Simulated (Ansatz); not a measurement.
**How far is PAW off for Ti?**

```
Ti
1.0
    -1.67382    1.67382    1.64100
     1.67382   -1.67382    1.64100
     1.67382    1.67382   -1.64100
Ti
1
Cartesian
  0.0000 0.0000 0.0000
```

The structure is an experimental refinement, used without relaxation. The listed cell was then made from it by scaling, straining or moving an atom.

Methods: DFT, PBE, PAW with Ansatz's default frozen-core files, scalar-relativistic (Ansatz 0.2.0); DFT, PBE, all-electron PAW with datasets made for the crystal, scalar-relativistic (Ansatz 0.2.0); DFT, PBE, all-electron LAPW, scalar-relativistic (Ansatz 0.2.0).

For PAW: a Γ-centred 14×14×14 k mesh, Fermi–Dirac smearing of 0.05 eV, cutoff 420 eV, no spin polarisation. The crystal-made all-electron datasets (AE datasets) take a cutoff of 240 eV at this cell. LAPW targets a basis error of 0.25 meV/atom. The Ansatz runs share mesh, smearing and spin set-up. Plane-wave (PAW) pressures include the program's estimate of the Pulay term.

Stress and pressure are positive in compression.

The change that made this cell: equal xx and yy strain of +2 %.

```json
{"quantity": "pressure (GPa)", "PAW": "-6.02", "AE datasets": "-6.03", "LAPW": "-6.03"}
{"quantity": "stress xx (GPa)", "PAW": "-5.82", "AE datasets": "-5.83", "LAPW": "-5.83"}
{"quantity": "stress zz (GPa)", "PAW": "-6.43", "AE datasets": "-6.43", "LAPW": "-6.43"}
```

PAW's pressure differs from the LAPW value by about 0.01 GPa or less.
